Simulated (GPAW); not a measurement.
Wanted: an ASE script for a GPAW 26.7.0 run.

- Task: optical spectrum by the Bethe-Salpeter equation
- Functional: BLYP
- Potentials or basis: PAW data sets generated in the run's folder for this functional
- Cutoff: 600 eV
- Basis: pw
- k mesh: 8 × 8 × 5
- Occupations: fermi-dirac, width 0.001 eV
- Spin: no spin polarisation
- Valence bands: 4
- Conduction bands: 4
- Scissors: 0.8 eV
- Integrate gamma: sphere
- Bse mode: BSE
- Direction: 0
- Response ecut: 40 eV
- eigensolver: davidson niter=2
- Maxiter: 150
- Response k mesh: 7 × 7 × 4
- Eta: 0.1 eV
- Response bands: 88

The structure of AlN lies in AlN.cif:

```cif
data_AlN
_cell_length_a 3.11300000
_cell_length_b 3.11300000
_cell_length_c 4.98100000
_cell_angle_alpha 90.00000000
_cell_angle_beta 90.00000000
_cell_angle_gamma 120.00000000
_space_group_name_H-M_alt 'P6_3mc'
_space_group_name_Hall 'P 6c -2c'
_space_group_IT_number 186
loop_
_space_group_symop_operation_xyz
'x,y,z'
'x-y,x,z+1/2'
'-y,x-y,z'
'-x,-y,z+1/2'
'-x+y,-x,z'
'y,-x+y,z+1/2'
'y,x,z+1/2'
'x,x-y,z'
'x-y,-y,z+1/2'
'-y,-x,z'
'-x,-x+y,z+1/2'
'-x+y,y,z'
loop_
_atom_site_label
_atom_site_type_symbol
_atom_site_symmetry_multiplicity
_atom_site_Wyckoff_symbol
_atom_site_fract_x
_atom_site_fract_y
_atom_site_fract_z
_atom_site_occupancy
Al1 Al 2 b 0.6666666667 0.3333333333 0.5000000000 1
N1 N 2 b 0.6666666667 0.3333333333 0.8800000000 1
```

The input as run:

run.py

```python
import numpy as np
from ase.dft.bandgap import bandgap
from ase.io import read, write
from gpaw import GPAW, PW, setup_paths
from gpaw.response.bse import BSE

setup_paths.insert(0, '.')

atoms = read('AlN.cif')

calc = GPAW(mode=PW(600),
            xc='BLYP',
            kpts={'size': (8, 8, 5), 'gamma': True},
            occupations={'name': 'fermi-dirac', 'width': 0.001},
            nbands=18,
            convergence={'density': 1e-06},
            eigensolver={'name': 'davidson', 'niter': 2},
            maxiter=150,
            txt='gpaw.txt')
atoms.calc = calc
energy = atoms.get_potential_energy()
calc.write('gs.gpw')
write('result.traj', atoms)
print(f'Energy: {energy:.6f} eV')
print('Fermi level:', round(calc.get_fermi_level(), 4), 'eV')
print(f'Gap: {bandgap(calc)[0]:.4f} eV, direct: {bandgap(calc, direct=True)[0]:.4f} eV')

dense = calc.fixed_density(kpts={'size': (7, 7, 4), 'gamma': True},
                           nbands=94, convergence={'bands': 88},
                           update_fermi_level=True, txt='dense.txt')
dense.write('dense.gpw', mode='all')
gap = bandgap(dense, direct=True)[0]
print(f'Direct gap on the dense mesh: {gap:.4f} eV')

bse = BSE('dense.gpw',
          ecut=40,
          valence_bands=range(4, 8),
          conduction_bands=range(8, 12),
          nbands=88,
          mode='BSE',
          integrate_gamma='sphere',
          direction=0,
          txt='bse.txt',
          eshift=0.8)
bse.get_dielectric_function(w_w=np.linspace(0, 15, 301), eta=0.1, filename='bse.csv', write_eig='eig.dat')
_, energies, weights = np.loadtxt('eig.dat', unpack=True)
bright = energies[weights > 1e-3 * weights.max()]
print(f'Lowest exciton {energies.min():.4f} eV, lowest bright one {bright.min():.4f} eV')
```

Potentials or basis: PAW data sets generated in the run's folder for this functional, pw.

Launch:

```sh
$ gpaw-setup -f BLYP Al N
$ OMP_NUM_THREADS=1 python run.py
```

Results of the run:

- Band gap on the k mesh, mean-field level: 4.53 eV, direct
- Exciton binding energy: 0.46 eV

Caveat: the band lists can cut through equal levels, which moves peak heights; on so coarse a mesh excitons come out too strongly bound; on this mesh the treatment of q = 0 moves the result by about a tenth of an eV; the long-wavelength limit can be off by a per cent or two; the static dielectric constant lacks the antiresonant part and is too small; spectra need much finer meshes, so this one isn't converged; an odd mesh through Γ misses points on the zone boundary, where band edges often lie.

Wall time 18 min on 1 thread of Intel(R) Xeon(R) 6975P-C (Granite Rapids), on a shared host, peak memory 0.93 GiB.
